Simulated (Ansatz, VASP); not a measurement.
Two plane-wave programs on Ti

```xyz
3
Lattice="4.6252 0.0000 0.0000 -2.3126 4.0055 0.0000 0.0000 0.0000 2.8764" Properties=species:S:1:pos:R:3 pbc="T T T"
Ti   -2.3126    4.0055    0.0000
Ti    0.0000    2.6703    1.4382
Ti    2.3126    1.3352    1.4382
```

Alike in both runs: task single point; functional LDA; k mesh 9 × 9 × 13; occupations fermi-dirac, width 0.1 eV; no spin polarisation.

```csv
,VASP,Ansatz
version,VASP 6.6.1,Ansatz 0.2.0
potentials or method,"VASP PAW LDA potentials, release 64 (Ti_sv)","plane waves (420 eV) with PAW, scalar-relativistic"
plane-wave cutoff (eV),520,420
valence electrons in the cell,36,36
```

```tsv
	VASP	Ansatz	Ansatz less VASP
pressure (GPa)	-11.8	-11.8	0.00
largest component of the traceless stress (GPa)	0.34	0.34	0.000
```

Ansatz warned: «pseudo_functional_mismatch».
